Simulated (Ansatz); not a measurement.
# V2O3: the cost of one run

Computed with Ansatz 0.2.0 (DFT PBE+U, scalar-relativistic, plane waves, PAW, unless a step's input says otherwise).

## 1. The system as given

The structure is monoclinic, space group C2 (No. 5). Conventional cell: a = 8.854 Å, b = 5.112 Å, c = 5.525 Å, α = 90.00°, β = 122.24°, γ = 90.00°. V (site symmetry 1) has 6 O at 2.00 to 2.11 Å as nearest neighbours. V (site symmetry 1) has 6 O at 1.99 to 2.11 Å as nearest neighbours. Around O (site symmetry 1) lie 4 V at 1.99 to 2.11 Å. Around O (site symmetry 2) lie 4 V at 2.01 to 2.10 Å. O (site symmetry 1) is surrounded by 4 V at 2.00 to 2.11 Å.

Cell or atoms stand a little off a more symmetric structure (R-3c at a tolerance of 0.3 Å), so results at this geometry aren't those of that ideal crystal.

As a file:

```cif
data_structure
_symmetry_space_group_name_H-M 'P 1'
_symmetry_Int_Tables_number 1
_cell_length_a 5.5255
_cell_length_b 5.5285
_cell_length_c 5.5285
_cell_angle_alpha 55.080
_cell_angle_beta 55.090
_cell_angle_gamma 55.090
_cell_volume 105.77
loop_
_atom_site_label
_atom_site_type_symbol
_atom_site_fract_x
_atom_site_fract_y
_atom_site_fract_z
_atom_site_occupancy
V1 V 0.35149 0.35058 0.35163 1
V2 V 0.14851 0.14837 0.14942 1
V3 V 0.64913 0.64785 0.64933 1
V4 V 0.85087 0.85067 0.85215 1
O1 O 0.55353 0.94659 0.24734 1
O2 O 0.25000 0.55229 0.94771 1
O3 O 0.94647 0.25266 0.55341 1
O4 O 0.44734 0.05242 0.74731 1
O5 O 0.75000 0.44587 0.05413 1
O6 O 0.05266 0.75269 0.44758 1
```

## 2. Coarse mesh, to find the state of the open shells

File input.yaml:

```yaml
crystal:
  lattice:
    - [2.5542538912, 1.4746991717, 4.6724696296]
    - [-2.5576142126, 1.4750214114, 4.67409752]
    - [-0.0014010929, -2.9524695869, 4.67409752]
  atoms:
    - { symbol: V, position: [0.3514920484, 0.3505836026, 0.3516257715], spin: 2.0 }
    - { symbol: V, position: [0.1485079516, 0.1483742285, 0.1494163974], spin: 2.0 }
    - { symbol: V, position: [0.6491256349, 0.6478465553, 0.6493258347], spin: -2.0 }
    - { symbol: V, position: [0.8508743651, 0.8506741653, 0.8521534447], spin: -2.0 }
    - { symbol: O, position: [0.5535255302, 0.9465928677, 0.2473369664] }
    - { symbol: O, position: [0.25, 0.5522893129, 0.9477106871] }
    - { symbol: O, position: [0.9464744698, 0.2526630336, 0.5534071323] }
    - { symbol: O, position: [0.4473397927, 0.052417564, 0.7473072847] }
    - { symbol: O, position: [0.75, 0.445865955, 0.054134045] }
    - { symbol: O, position: [0.0526602073, 0.7526927153, 0.447582436] }
basis:
  ecutwfc: 420
  ecutrho_ratio: 4
kpoints:
  mp_grid: { grid: [3, 3, 3] }
hamiltonian:
  xc: pbe
  hubbard: { sites: [{ species: V, l: d, u_eff: 3.25 }] }
scf:
  occupations: { method: gaussian, width: 0.05 }
output:
  forces: true
  stress: true
  eigenvalues: true
  populations: true
  hubbard: { sites: [{ species: V, l: d }] }
magnetization:
  spin_polarized: true
```

The run is started by

```
ansatz run input.yaml --threads 4 --pin off --max-ram 10240MiB --backend cpu --events-out ev --progress --plain --runs-dir out
```

Q: Estimate wall time and peak memory on 4 threads of Intel Xeon Platinum 8259CL at 2.50GHz (Skylake/Cascade Lake), shared host.

About 27 s, with a peak of 0.9 GiB.
